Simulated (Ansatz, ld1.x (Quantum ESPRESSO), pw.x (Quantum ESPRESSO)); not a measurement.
## From atom to crystal: TM potential for Au (Z = 79)

Au, norm-conserving Troullier–Martins (Kleinman–Bylander form), made with ld1.x (Quantum ESPRESSO) 7.5 (PBE, scalar-relativistic). Core [Xe] 4f14, reference 5d10 6s0.5 6p0.5. Waves: 6s (bound): rc 2.30 bohr; 5d (bound): rc 1.50 bohr; 6p (bound): rc 2.40 bohr. Local part: the p channel. Core correction: Bessel-smoothed model core inside 1.25 bohr.

Crystal test: fcc Au in pw.x 7.5, no spin, 14³ k-points, Fermi–Dirac smearing 0.01 Ry, cutoffs 100/400 Ry. The reference is all-electron LAPW (Ansatz 0.2.0) with the same functional, mesh and smearing; V0 and B0 come from Birch–Murnaghan fits to the pressures at five volumes. Errors are pseudo minus all-electron; Δ is the rms difference of the E(V) curves that follow from these fits, minima aligned, over ±6 % about the mean V0. Mesh and smearing are coarse, so the numbers serve the comparison and aren't converged zero-temperature values; the lattice is a test structure that the element need not adopt.

```
V (Å³/atom)  P all-electron (GPa)  P pseudo (GPa)
     17.249                  6.44           20.44
     17.703                  2.17           14.62
     18.157                 -1.41            9.70
     18.611                 -4.40            5.54
     19.065                 -6.89            2.02
```

All-electron: a0 = 4.158 Å (V0 = 17.97 Å³/atom), B0 = 139.3 GPa.

Pseudopotential: mean pressure error (GPa): +11.28. The pressure does not cross zero within the volumes sampled, so no fit is given. This is a poor potential for the solid.

Problem. At the middle volume, how do free energy and pressure move when the wave cutoff is lowered (ecutrho kept at four times it)?

Solution.

```json
{"cutoff (Ry)": "45", "shift of F (meV/atom)": "+70.4", "shift of P (GPa)": "-2.84"}
{"cutoff (Ry)": "60", "shift of F (meV/atom)": "+41.6", "shift of P (GPa)": "-0.78"}
{"cutoff (Ry)": "80", "shift of F (meV/atom)": "+4.3", "shift of P (GPa)": "-0.36"}
```

The run at the middle volume (104 k-points, 6 iterations) took about 20 s on one core of a shared host (Neoverse-V2, 32 threads, 247 GiB, load 44).
